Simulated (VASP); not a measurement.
# Se (a cell with a defect) in VASP: single point with LDA

Aim: the single point of Se (a cell with a defect) with LDA.

Program: VASP 6.6.1. These are calculated values, not measurements. Logs are shortened: lines on timing, memory, paths and dates and some standing lists are left out, and cuts for length are marked.

## Step 1: Starting point

The cell holds a defect, 23 atoms: a = 8.820 Å, b = 8.820 Å, c = 10.006 Å, α = 90.00°, β = 90.00°, γ = 120.00°.

## Step 2: Single point, LDA

INCAR reads:

```
  PREC = Accurate
  ENCUT = 520
  EDIFF = 1E-6
  ISMEAR = 1
  SIGMA = 0.15
  LREAL = Auto
  LASPH = T
  NELM = 100
  ALGO = Fast
  ISIF = 2
  LWAVE = F
  LCHARG = F
  NBANDS = 86
```

KPOINTS reads:

```
regular mesh
0
Gamma
  2 2 2
```

POSCAR reads:

```
Se
1.0
    8.8195704500      0.0000000100      0.0000000000
   -4.4097852300      7.6379720500      0.0000000000
    0.0000000000      0.0000000000     10.0060979400
Se
23
Direct
   -0.0114499931      0.1482457638      0.3170565608
    0.3547609579      0.3701981335      0.4944611805
    0.1063011517      0.0355975378      0.6728697880
    0.0108263524      0.1595707593      0.8483508807
    0.3566862589      0.3652181467      0.9967121109
    0.1190605980      0.4855724759      0.1643261949
    0.0108462712      0.5900354139      0.3352942396
    0.4187183461      0.8990464944      0.5054299918
    0.1124406451      0.4727396193      0.6687291130
   -0.0140378216      0.5767948575      0.8303996273
    0.4151635084      0.8934275945      1.0040154574
    0.6431138281      0.0078583678      0.1695203275
    0.5135574554      0.1110997774      0.3342493767
    0.8856275428      0.3596416658      0.4974482590
    0.6450220431      0.0141830833      0.6717068972
    0.5158618044      0.1139473919      0.8377531432
    0.8788810292      0.3642136909      1.0014810029
    0.5840874405      0.4780995492      0.1624365472
    0.4837826640      0.5988850136      0.3283395805
    0.8928743912      0.9279355757      0.4929895779
    0.5807751393      0.4802456686      0.6607736642
    0.4867637495      0.5981688549      0.8320137430
    1.0001173385      1.0152456620      1.0834935921
```

Potentials or basis: VASP PAW LDA potentials, release 64 (Se).

The run is started by

```console
cat potpaw_LDA.64/Se/POTCAR > POTCAR
mpirun -np 1 vasp_std > vasp.out
```

OUTCAR:

```text
PREC = Accurate
   ENCUT = 520
   EDIFF = 1E-6
   ISMEAR = 1
   LREAL = Auto
   LASPH = T
   NELM = 100
   ISIF = 2

 ion  position               nearest neighbor table
   1  0.989  0.148  0.317-  20 2.44  23 2.64
   2  0.355  0.370  0.494-  21 2.40  19 2.41
   3  0.106  0.036  0.673-  20 2.43   4 2.43
   4  0.011  0.160  0.848-   3 2.43  23 2.65
   5  0.357  0.365  0.997-  18 2.40  22 2.43
   6  0.119  0.486  0.164-   7 2.36  17 2.45
[... 15 lines left out ...]
  22  0.487  0.598  0.832-  21 2.36   5 2.43
  23  0.000  0.015  0.083-   1 2.64   4 2.65

  LATTYP: Found a hexagonal cell.
 ALAT       =     8.8195704500
 C/A-ratio  =     1.1345334783

  Lattice vectors:

 A1 = (   8.8195704500,   0.0000000100,   0.0000000000)
 A2 = (  -4.4097852300,   7.6379720500,   0.0000000000)
 A3 = (   0.0000000000,   0.0000000000,  10.0060979400)

Analysis of symmetry for initial positions (statically):
=====================================================================
 Subroutine PRICEL returns:
 Original cell was already a primitive cell.

 Routine SETGRP: Setting up the symmetry group for a
 hexagonal supercell.

 Subroutine GETGRP returns: Found  1 space group operations
 (whereof  1 operations were pure point group operations)
 out of a pool of 24 trial point group operations.

The static configuration has the point symmetry C_1 .

Analysis of symmetry for dynamics (positions and initial velocities):
=====================================================================
 Subroutine PRICEL returns:
 Original cell was already a primitive cell.

 Routine SETGRP: Setting up the symmetry group for a
 hexagonal supercell.

 Subroutine GETGRP returns: Found  1 space group operations
 (whereof  1 operations were pure point group operations)
 out of a pool of 24 trial point group operations.

The dynamic configuration has the point symmetry C_1 .

 Subroutine INISYM returns: Found  1 space group operations
 (whereof  1 operations are pure point group operations),
 and found     1 'primitive' translations

----------------------------------------------------------------------------------------

                                     Primitive cell

  volume of cell :     674.0471

  direct lattice vectors                    reciprocal lattice vectors
     8.819570450  0.000000010  0.000000000     0.113384207  0.065462402  0.000000000
    -4.409785230  7.637972050  0.000000000    -0.000000000  0.130924805  0.000000000
     0.000000000  0.000000000 10.006097940     0.000000000  0.000000000  0.099939058

  length of vectors
     8.819570450  8.819570444 10.006097940     0.130924805  0.130924805  0.099939058

  position of ions in fractional coordinates (direct lattice)
     0.988550007  0.148245764  0.317056561
     0.354760958  0.370198133  0.494461180
     0.106301152  0.035597538  0.672869788
     0.010826352  0.159570759  0.848350881
     0.356686259  0.365218147  0.996712111
     0.119060598  0.485572476  0.164326195
[... 15 lines left out ...]
     0.486763749  0.598168855  0.832013743
     0.000117338  0.015245662  0.083493592

  ion indices of the primitive-cell ions
   primitive index   ion index
                 1           1
                 2           2
                 3           3
                 4           4
                 5           5
                 6           6
[... 15 lines left out ...]
                22          22
                23          23

----------------------------------------------------------------------------------------

 KPOINTS: regular mesh

Automatic generation of k-mesh.
 Grid dimensions read from file:
 generate k-points for:    2    2    2

 Generating k-lattice:

  Cartesian coordinates                     Fractional coordinates (reciprocal lattice)
     0.056692103  0.032731201  0.000000000     0.500000000 -0.000000000  0.000000000
    -0.000000000  0.065462402  0.000000000     0.000000000  0.500000000  0.000000000
     0.000000000  0.000000000  0.049969529     0.000000000  0.000000000  0.500000000

  Length of vectors
     0.065462402  0.065462402  0.049969529

  Shift w.r.t. Gamma in fractional coordinates (k-lattice)
     0.000000000  0.000000000  0.000000000

 Subroutine IBZKPT returns following result:
 ===========================================

 Found      8 irreducible k-points:

 Following reciprocal coordinates:
            Coordinates               Weight
  0.000000  0.000000  0.000000      1.000000
  0.500000  0.000000  0.000000      1.000000
 -0.000000  0.500000  0.000000      1.000000
  0.500000  0.500000  0.000000      1.000000
  0.000000  0.000000  0.500000      1.000000
  0.500000  0.000000  0.500000      1.000000
 -0.000000  0.500000  0.500000      1.000000
  0.500000  0.500000  0.500000      1.000000
   k-points           NKPTS =      8   k-points in BZ     NKDIM =      8   number of bands    NBANDS=     86
   number of dos      NEDOS =    301   number of ions     NIONS =     23
   total plane-waves  NPLWV = 392000
   dimension x,y,z NGX =    70 NGY =   70 NGZ =   80
   dimension x,y,z NGXF=   140 NGYF=  140 NGZF=  160
   ions per type =              23
   NGX,Y,Z   is equivalent  to a cutoff of  13.19, 13.19, 13.29 a.u.
   NGXF,Y,Z  is equivalent  to a cutoff of  26.39, 26.39, 26.58 a.u.
 SYSTEM =  unknown system
   PREC   = accura    normal or accurate (medium, high low for compatibility)
   ISTART =      0    job   : 0-new  1-cont  2-samecut
   ICHARG =      2    charge: 1-file 2-atom 10-const
   ISPIN  =      1    spin polarized calculation?
   LNONCOLLINEAR =      F non collinear calculations
   LSORBIT =      F    spin-orbit coupling
   LASPH  =      T    aspherical Exc in radial PAW
   ENCUT  =  520.0 eV  38.22 Ry    6.18 a.u.  16.40 16.40 18.60*2*pi/ulx,y,z
   NELM   =    100;   NELMIN=  2; NELMDL= -5     # of ELM steps
   EDIFF  = 0.1E-05   stopping-criterion for ELM
   LREAL  =      T    real-space projection
   EDIFFG = 0.1E-04   stopping-criterion for IOM
   NSW    =      0    number of steps for IOM
   IBRION =     -1    ionic relax: 0-MD 1-quasi-New 2-CG
   NFREE  =      0    steps in history (QN), initial steepest desc. (CG)
   ISIF   =      2    stress and relaxation
   ISYM   =      2    0-nonsym 1-usesym 2-fastsym
   POTIM  = 0.5000    time-step for ionic-motion
   TEBEG  =    0.0;   TEEND  =   0.0 temperature during run
   PSTRESS=    0.0 pullay stress
   NELECT =     138.0000    total number of electrons
   NUPDOWN=      -1.0000    fix difference up-down
   EMIN   =  10.00;   EMAX   =-10.00  energy-range for DOS
   EFERMI =   0.00;   METHOD = LEGACY
   ISMEAR =     1;   SIGMA  =   0.15  broadening in eV -4-tet -1-fermi 0-gaus
   EFERMI_NEDOS =   21; number of points for ismear=-14 and -15
   IALGO  =     68    algorithm
   IMIX   =      4    mixing-type and parameters
     AMIX     =   0.40;   BMIX     =  1.00
     AMIX_MAG =   1.60;   BMIX_MAG =  1.00
  volume/ion in A,a.u.               =      29.31       197.77
  Fermi-wavevector in a.u.,A,eV,Ry     =   0.964875  1.823350 12.666806  0.930984
  Thomas-Fermi vector in A             =   2.094544
   LORBIT       =      0    0 simple, 1 ext, 2 COOP (PROOUT), +10 PAW based schemes
   GGA     = CA    functional components
   LHFCALC =     F    Hartree Fock is set to
   AEXX    =    0.0000 exact exchange contribution
   IVDW    =     0    specifies the selected vdW correction
   LEPSILON=     F    determine dielectric tensor
   LRPA    =     F    only Hartree local field effects (RPA)
 non-spin polarized calculation
 RMM-DIIS sequential band-by-band and
 Methfessel and Paxton  Order N= 1 SIGMA  =   0.15
  energy-cutoff  :      520.00
  volume of cell :      674.05
 maximum number of plane-waves:     18206
 NGX is ok and might be reduce to    70
   NGX = 33   NGY = 33   NGZ = 37

 number of electron     138.0000002 magnetization

 Free energy of the ion-electron system (eV)
  ---------------------------------------------------
  ext. energy  EPLUGINS =         0.00000000
  ---------------------------------------------------
  free energy    TOTEN  =       -92.50670852 eV

  energy without entropy =      -92.52985360  energy(sigma->0) =      -92.51442355

 E-fermi :   2.0605     XC(G=0):  -8.8156

 val. band max:        1.9608016978   @ k =   0.5000   0.0000   0.0000
 cond. band min:       2.1541192600   @ k =   0.0000   0.0000   0.5000
 fundamental gap:      0.1933175622
 Fermi energy:         2.0604738100

 k-point     1 :       0.0000    0.0000    0.0000
  band No.  band energies     occupation
      1     -13.7192      2.00000
      2     -13.2319      2.00000
      3     -13.1467      2.00000
      4     -12.7179      2.00000
      5     -12.6453      2.00000
      6     -12.5659      2.00000
[... 73 lines left out ...]
     80       4.0437     -0.00000
     81       4.1189     -0.00000

 k-point     2 :       0.5000    0.0000    0.0000
  band No.  band energies     occupation
      1     -13.6191      2.00000
      2     -13.3782      2.00000
      3     -13.1330      2.00000
      4     -12.7187      2.00000
      5     -12.5989      2.00000
      6     -12.4965      2.00000
[... 73 lines left out ...]
     80       4.1510     -0.00000
     81       4.3855     -0.00000
[... 418 lines left out ...]
     80       4.2022     -0.00000
     81       4.2742     -0.00000

 k-point     8 :       0.5000    0.5000    0.5000
  band No.  band energies     occupation
      1     -13.3995      2.00000
      2     -13.3524      2.00000
      3     -13.0435      2.00000
      4     -12.9778      2.00000
      5     -12.9581      2.00000
      6     -12.9002      2.00000
[... 73 lines left out ...]
     80       4.1978     -0.00000
     81       4.2964     -0.00000
 [bands above 81 left out]

------------------------ aborting loop because EDIFF is reached ----------------------------------------

  FORCE on cell =-STRESS in cart. coord.  units (eV):
  Direction    XX          YY          ZZ          XY          YZ          ZX
  --------------------------------------------------------------------------------------
  -------------------------------------------------------------------------------------
  Total       -8.5290518     -8.3441455    -15.1190055     -0.2031806      0.0319853     -0.0543806
  in kB      -20.2731431    -19.8336298    -35.9371440     -0.4829504      0.0760276     -0.1292600
  external PRESSURE =     -25.3479723 kB  Pullay stress =       0.0000000 kB

 VOLUME and BASIS-vectors are now :
 -----------------------------------------------------------------------------
  energy-cutoff  :      520.00
  volume of cell :      674.05
      direct lattice vectors                 reciprocal lattice vectors
     8.819570450  0.000000010  0.000000000     0.113384207  0.065462402  0.000000000
    -4.409785230  7.637972050  0.000000000    -0.000000000  0.130924805  0.000000000
     0.000000000  0.000000000 10.006097940     0.000000000  0.000000000  0.099939058

 POSITION                                       TOTAL-FORCE (eV/Angst)
 -----------------------------------------------------------------------------------
      8.06485      1.13230      3.17250        -0.020371      0.069974     -0.068930
      1.49634      2.82756      4.94763        -0.028531     -0.042398     -0.000968
      0.78055      0.27189      6.73280         0.037917     -0.057742     -0.087343
     -0.60819      1.21880      8.48868        -0.066652      0.059426      0.059271
      1.53529      2.78953      9.97320        -0.019801     -0.024196     -0.017231
     -1.09121      3.70879      1.64426         0.046781      0.002856      0.027462
[... 15 lines left out ...]
      1.65525      4.56880      8.32521        -0.014917      0.056268      0.024951
     -0.06620      0.11645      0.83545         0.028219     -0.035656      0.013291
 -----------------------------------------------------------------------------------
    total drift:                                0.003036      0.005134     -0.004005

  FREE ENERGIE OF THE ION-ELECTRON SYSTEM (eV)
  ---------------------------------------------------
  free  energy   TOTEN  =       -92.5067085230 eV

  energy  without entropy=      -92.5298535950  energy(sigma->0) =      -92.51442355
```

Wall time 7 min (1 thread of Intel Xeon 6975P-C (Granite Rapids), shared host); peak memory 0.68 GiB.

What came out:

```
Free energy            : -92.5067 eV
Pressure               : -2.5 GPa
Largest force          : 0.111 eV/Å
Band gap on the k mesh : 0.19 eV, indirect (least direct gap 0.28 eV)
```

Forces on the atoms (eV/Å):
```
Se  -0.020  0.070 -0.069
Se  -0.029 -0.042 -0.001
Se   0.038 -0.058 -0.087
Se  -0.067  0.059  0.059
Se  -0.020 -0.024 -0.017
Se   0.047  0.003  0.027
Se  -0.002  0.056  0.004
Se   0.002 -0.046  0.013
Se   0.053 -0.015 -0.004
Se  -0.055  0.040  0.014
Se  -0.018 -0.045 -0.002
Se   0.030  0.006  0.021
Se  -0.049  0.035 -0.020
Se  -0.008 -0.060 -0.006
Se   0.045  0.009 -0.005
Se  -0.028  0.040 -0.003
Se  -0.031 -0.023 -0.017
Se   0.043 -0.005 -0.005
Se  -0.018  0.047 -0.004
Se   0.027 -0.041  0.077
Se   0.045 -0.026 -0.011
Se  -0.015  0.056  0.025
Se   0.028 -0.036  0.013
```

Stress tensor (GPa, compression positive):
```
-2.03 -0.05 -0.01
-0.05 -1.98  0.01
-0.01  0.01 -3.59
```

Levels at points of the mesh, in eV from the valence-band top:
```tsv
k point	band 67	band 68	band 69	band 70	band 71	band 72
(0.00, 0.00, 0.00)	-0.23	-0.06	-0.02	0.41	1.15	1.25
(0.50, 0.00, 0.00)	-0.45	-0.43	0.00	0.39	1.14	1.29
(0.00, 0.50, 0.00)	-0.51	-0.32	-0.10	0.36	1.18	1.27
(0.50, 0.50, 0.00)	-0.51	-0.31	-0.11	0.36	1.18	1.27
(0.00, 0.00, 0.50)	-0.52	-0.51	-0.21	0.19	1.31	1.38
(0.50, 0.00, 0.50)	-0.34	-0.29	-0.01	0.27	1.24	1.42
(0.00, 0.50, 0.50)	-0.41	-0.34	-0.09	0.27	1.39	1.54
(0.50, 0.50, 0.50)	-0.42	-0.34	-0.10	0.27	1.39	1.54
```
